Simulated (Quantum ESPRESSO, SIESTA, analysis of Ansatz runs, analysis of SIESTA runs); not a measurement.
# Where Si_C puts its levels in SiC (F-43m) (SIESTA), part 3 of 3

Question: at which Fermi levels does Si_C in SiC (F-43m) change its charge? Model: a cell of 54 host atoms with 1 C taken out and 1 Si put in.

SIESTA 5.4.2; SIESTA numerical-orbital DFT, PBEsol, DZP basis, PseudoDojo 0.4.1 potentials converted to PSML; charged supercells in a uniform background, point-charge correction with alignment at far sites.

So far. Step 2 (Band edges): The gap at this level is 1.23 eV.

### 3. Relaxing each charge state (continued)

Level of this step: SIESTA numerical-orbital DFT, PBEsol, DZP basis, PseudoDojo 0.4.1 potentials converted to PSML; relaxation of all atoms of a defect supercell at fixed charge in a uniform background (SIESTA).

Valence density in the ac plane at fractional y = 0.417, through the centre, with atoms of C and Si within 0.45 Å of it. It is the smooth field of the valence electrons, not physical close to the nuclei.

Ten even steps from '0' (0.1 e/Å³) to '9' (1.7 e/Å³), each cell a mean:
```
12222211112222211112222211
11100011111100011111000111
32100001232100001221000012
55310001355310001354200002
79841001379731001489520002
68684111378773101487852112
48996311258995211368984212
24554321124554321235654211
12221111111122211112222211
11100011221000011111000111
32100001232100001232000012
45310001222100001354200002
69741001111111001489620002
79783101210012101387862112
58896211221012211268984212
34665321232112321235664311
12222211122111221112222211
11100111111100011111100111
32100001221000001222100012
45310001344200001344200002
69841001378620001478520002
69684101378863101487852112
48896311259895211368984212
24565321135775321235764311
```
Columns run along a (9.3 Å), rows up along c (9.3 Å). Atoms in or near the plane, at fractional coordinates: C at (0.08, 0.08), C at (0.08, 0.42), C at (0.08, 0.75), C at (0.42, 0.08), Si at (0.42, 0.42), C at (0.42, 0.75), C at (0.75, 0.08), C at (0.75, 0.42), C at (0.75, 0.75).

The states that were run, at 2×2×2 shifted by half a step, on 1 MPI rank of Intel Xeon Platinum 8259CL at 2.50GHz (Skylake/Cascade Lake), shared host:

```tsv
charge	moment (μB)	outcome	structures computed	largest displacement of a host atom from its site (Å)	lowest empty less highest filled level (eV)	time
−2	0	converged	8	0.27	0.14	65 min
0	0	converged	8	0.25	1.12	66 min
−1	1	converged	8	0.26	-0.39	1.9 h
+1	1	converged	8	0.28	-0.17	2 h
+2	0	converged	8	0.31	-0.16	73 min
+2	2	converged	8	0.31	-0.08	2.1 h
```

At charge −1, +1, +2 (moment 0 μB) and +2 (moment 2 μB) filled and empty levels, counted over both spins and all k-points, touch or overlap: the last carrier shares a level or a band, or the held moment keeps an electron of one spin above an empty level of the other.

Against the host's sites the lattice moves most at charge +2 (0.31 Å); the smallest move among the states is 0.25 Å.

### 4. Corrections and levels

A charged cell interacts with its images and the background. The point-charge term, screened by the static dielectric constant, takes that out, and the potential far from the defect is aligned with the host's. Chemical potentials: C (diamond) and Si (diamond), run alike.

By state, in eV; the first energy still holds the atoms taken out or put in:

```tsv
charge	moment (μB)	energy over the host, electrons at the valence top	point-charge term	potential shift at far sites	its spread	correction
−2	0	55.862	0.964	0.009	0.064	0.947
−1	1	54.147	0.241	-0.068	0.058	0.309
0	0	52.447	0.000	-	-	0.000
+1	1	52.033	0.241	-0.207	0.085	0.034
+2	0	51.773	0.964	-0.278	0.119	0.408
+2	2	51.874	0.964	-0.274	0.119	0.416
```

Potentials at atomic sites for charge −2, some of the atoms; distances and the model charge refer to the site on which the defect was built:

```tsv
atom	distance from that site (Å)	potential less the host's (eV)	point-charge model (eV)
Si45	2.131	-0.050	0.378
C30	3.139	-0.265	0.019
C32	3.145	-0.294	0.018
C16	3.154	-0.299	0.016
Si41	3.625	-0.110	-0.071
Si31	3.635	-0.109	-0.072
C18	4.375	-0.146	-0.162
Si7	4.765	-0.219	-0.134
C54	5.353	-0.081	-0.163
C8	5.357	-0.160	-0.163
Si37	5.680	-0.130	-0.199
```

Over the charge states the far sites scatter by a standard deviation of up to 0.12 eV about the model, a measure of how poorly the alignment is known.

Limit set by the element alone; other compounds of these elements are not counted. Chemical potentials from the elements' reference states: C 0.00 eV, Si -0.50 eV. Formation energies (C-rich), with the Fermi level at the valence top and at the conduction bottom (gap 1.23 eV):

```tsv
charge	at valence top (eV)	at conduction bottom (eV)	correction included (eV)
+2	4.49	6.95	0.41
+1	4.37	5.61	0.03
0	4.75	4.75	0.00
−1	6.76	5.53	0.31
−2	9.11	6.65	0.95
```

```tsv
Fermi level (eV)	lowest formation energy (eV)
0.00	4.37
0.11	4.48
0.22	4.60
0.34	4.71
0.45	4.75
0.56	4.75
0.67	4.75
0.79	4.75
0.90	4.75
1.01	4.75
1.12	4.75
1.23	4.75
```

Limit set by the element alone; other compounds of these elements are not counted. Chemical potentials from the elements' reference states: Si 0.00 eV, C -0.50 eV. Formation energies (Si-rich), with the Fermi level at the valence top and at the conduction bottom (gap 1.23 eV):

```tsv
charge	at valence top (eV)	at conduction bottom (eV)	correction included (eV)
+2	3.49	5.95	0.41
+1	3.37	4.61	0.03
0	3.75	3.75	0.00
−1	5.76	4.53	0.31
−2	8.11	5.65	0.95
```

(Fermi level (eV), lowest formation energy (eV)): (0.00, 3.37), (0.11, 3.48), (0.22, 3.60), (0.34, 3.71), (0.45, 3.75), (0.56, 3.75), (0.67, 3.75), (0.79, 3.75), (0.90, 3.75), (1.01, 3.75), (1.12, 3.75), (1.23, 3.75)

So at this level: (+2/+1) at -0.11 eV (0.26 without the correction), (+1/0) at 0.38 eV (0.41 without the correction), (0/−1) at 2.01 eV (1.70 without the correction) and (−1/−2) at 2.35 eV (1.72 without the correction), in a gap of 1.23 eV. (+2/+1), (0/−1) and (−1/−2) lie outside the gap, so the charge beyond is not the lowest at any Fermi level in the gap, within the error of the correction. At charge −1, 57 % of the majority spin lies within 4 Å of the centre, against 61 % for an even spread, which points to a carrier spread as in a band; the levels next to it are then no levels of a bound state.

Charge transition levels, in eV, zero at the valence-band top of the host:

```tsv
	conduction bottom	valence top
Si_C	1.23	0.00
```

```tsv
	level	energy (eV)
Si_C	(+2/+1)	-0.11
Si_C	(+1/0)	0.38
```

### 5. What came out

| Quantity | Value |
| --- | --- |
| gap of the host (SIESTA, PBEsol) | 1.23 eV |
| level (plus 2/plus 1), SIESTA, PBEsol, DZP, 2×2×2 | -0.11 eV above the valence top, near a band edge before or after the correction |
| level (plus 1/0), SIESTA, PBEsol, DZP, 2×2×2 | 0.38 eV above the valence top |

In words: At the level trusted most (SIESTA, PBEsol, DZP, 2×2×2) the charge changes at 0.38 eV (+1/0) above the valence top, in a gap of 1.23 eV. Of the charges placed (−2, −1, 0, +1 and +2), the lowest changes at 0.38 eV (+1/0) above the valence top, in a gap of 1.23 eV. (+2/+1), (0/−1) and (−1/−2) reach a band edge before or after the correction; the carrier may then sit in a band, where the point-charge correction doesn't apply and the value depends on how these k-points fill the band, which is not corrected here. Only the charges −2, −1, 0, +1 and +2 were placed; others may be stable too. What this leaves open: PBEsol makes the gap too small and tends to spread out bound carriers.

Comparison with the measured values:

| quantity | measured | PBEsol PseudoDojo, SIESTA |
| --- | --- | --- |
| band gap (gap on the k-mesh) (eV) | 2.4 | 1.23 (-1.17 eV) |

Measured values from pmc:7200658 (2020).

Verdict: The band gap is off by -1.17 eV. Local and semilocal functionals usually give gaps below the measured ones. The computed gap is read on a k-mesh, which can miss the band edges. Zero-point and thermal motion shift the measured gap.

[Logs are printed without paths, hosts, clocks, repeated set-up lines and the standing remarks that a program may print on its own settings, such as how far it seeks lower states.]

[Hosts, paths, dates, database ids (printed as entryN), source tags and the programs' standing remarks are cut or masked in the printed files.]

[For some hosts the program warned that the k-mesh of the response run may be too coarse for force constants and the static dielectric constant; such warnings are not shown here.]

[Charge tables in the logs are Mulliken or Hirshfeld populations, whose sizes and signs can differ; where basis functions stand at a vacancy, SIESTA counts their charge against the missing atom's valence.]

[In relaxation paths of CP2K, step 0 can be the structure after the first move, since the trajectory file begins there, and the last row can be the final structure solved once more.]
